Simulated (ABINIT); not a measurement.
## ZnO (zincite): single point with r2SCAN

**The experiment to reproduce.**

“Electronic structure of alkaline earth and post-transition metal oxides”, 2009, arxiv:0908.1581 quotes, for a bulk crystal of ZnO: band gap 3.37 eV.

The system is ZnO (zincite).

```
Zn O
1.0
     3.24931    0.00000    0.00000
    -1.62465    2.81398    0.00000
     0.00000    0.00000    5.20571
Zn O
2 2
Direct
  0.66667 0.33333 0.00000
  0.33333 0.66667 0.50000
  0.33333 0.66667 0.87901
  0.66667 0.33333 0.37901
```

```yaml
Program: ABINIT 10.8.3 (patched build)
Task: single point
Functional: r2SCAN
Potentials_or_basis: JTH PAW PBE v2.0
Cutoff: 762 eV
k_mesh: 9 × 9 × 5
Occupations: fermi-dirac, width 0.05 eV
Spin: no spin polarisation
```

| Property | Result |
| --- | --- |
| Pressure | -1.2 GPa |
| Largest force | 0.073 eV/Å |
| Band gap on the k mesh | 1.21 eV, direct |
| Valence electrons inside the program's atomic spheres | Zn 10.87; O 4.56 |

Forces on the atoms (eV/Å):
```
Zn   0.000  0.000 -0.073
Zn   0.000  0.000 -0.073
O    0.000  0.000  0.073
O    0.000  0.000  0.073
```

Stress tensor (GPa, compression positive):
```
-1.73  0.00  0.00
 0.00 -1.73  0.00
 0.00  0.00 -0.10
```

Levels at points of the mesh, in eV from the valence-band top:
```
           k point  band 15  band 16  band 17  band 18  band 19  band 20  band 21  band 22
(0.00, 0.00, 0.00)    -0.83    -0.08     0.00     0.00     1.21     5.82     8.85    13.65
```

Wall time 8.8 min on 1 thread of Arm Neoverse V2 (shared host), peak memory 0.2 GiB.

Measured gap of ZnO: 3.37 eV (quoted in “Electronic structure of alkaline earth and post-transition metal oxides”, 2009, arxiv:0908.1581). This calculation gives 1.21 eV (-2.16 eV). So large a miss can be the level of theory's own, or it may mean another phase, state or a wrong row. The value is that of r2SCAN, without temperature or zero-point motion.

Caveat: the PAW data sets were made with another functional, which shifts forces and pressure a little.
